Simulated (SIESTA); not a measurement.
An input for SIESTA 5.4.2 (Er):

The input Er.fdf:

```
SystemName                      Er
SystemLabel                     Er
NumberOfSpecies                 1
NumberOfAtoms                   1
%block ChemicalSpeciesLabel
  1  68 Er
%endblock ChemicalSpeciesLabel
%include structure.fdf

%block kgrid.MonkhorstPack
    4   0   0  0.0
    0   4   0  0.0
    0   0   4  0.0
%endblock kgrid.MonkhorstPack
%block XC.Mix
  2
  MGGA LIBXC-00-MGGA_X_SCAN 1.0 0.0
  MGGA LIBXC-00-MGGA_C_SCAN 0.0 1.0
%endblock XC.Mix
PAO.BasisSize                   DZ
PAO.EnergyShift                 0.02 Ry
Mesh.Cutoff                     800 Ry
Spin                            polarized
%block DM.InitSpin
    1   3.000
%endblock DM.InitSpin
OccupationFunction              FD
ElectronicTemperature           0.05 eV
MaxSCFIterations                200
SCF.MustConverge                false
SCF.Mixer.Method                Pulay
SCF.Mixer.Weight                0.1
SCF.Mixer.History               10
SCF.DM.Tolerance                5.0e-05
SCF.H.Tolerance                 1.0e-03 eV
WriteForces                     true
Charge.Mulliken                 end
Charge.Hirshfeld                end
Charge.Voronoi                  end
SaveRho                         true
SaveElectrostaticPotential      true
BandLinesScale                  ReciprocalLatticeVectors
%block BandLines
    1    0.000000   0.000000   0.000000  \Gamma
   17    0.500000  -0.500000   0.500000  H
   12    0.000000   0.000000   0.500000  N
   12    0.000000   0.000000   0.000000  \Gamma
   15    0.250000   0.250000   0.250000  P
   15    0.500000  -0.500000   0.500000  H
    1    0.250000   0.250000   0.250000  P
    9    0.000000   0.000000   0.500000  N
%endblock BandLines
%block SyntheticAtoms
  1
  6 6 5 5
  2.0 0.0 1.0 0.0
%endblock SyntheticAtoms
```

Contents of structure.fdf:

```
LatticeConstant                 1.0 Ang
%block LatticeVectors
    -1.9237208427     1.9237208427     1.9237208427
     1.9237208427    -1.9237208427     1.9237208427
     1.9237208427     1.9237208427    -1.9237208427
%endblock LatticeVectors
AtomicCoordinatesFormat         Fractional
%block AtomicCoordinatesAndAtomicSpecies
     0.0000000000     0.0000000000     0.0000000000  1  Er
%endblock AtomicCoordinatesAndAtomicSpecies
```

Potentials or basis: PseudoDojo 3+ lanthanides (4f in the core) (PBE files), DZ (energy shift 0.02 Ry).

Run with:

```bash
$ siesta Er.fdf > Er.out 2>&1
```

Task: How does this run end?

Result: The run stopped without a result. It printed:

Er.out:

```text
Version         : 5.4.2

                           ***********************
                           *  WELCOME TO SIESTA  *
                           ***********************

 NOTE: Siesta V5 introduces some new defaults for basis-set generation
 NOTE: which might lead to slightly different numerical results.
 NOTE: Please see the manual for full details and compatibility measures.

[... 12 lines left out ...]
in units of electrons, between the spin-up and -down channels.

xc:
xc: Exchange-correlation functional mix:
xc:
xc: Number     Functional     Authors     Weight(Ex)   Weight(Ec)
xc:    1   MGGA                  LIBXC-00-MGGA_X_SCAN   1.000        0.000
xc:    2   MGGA                  LIBXC-00-MGGA_C_SCAN   0.000        1.000
xc:
Unsupported Libxc family or functional
Stopping Program from Node:    0
Unsupported Libxc family or functional
Stopping Program from Node:    0
```
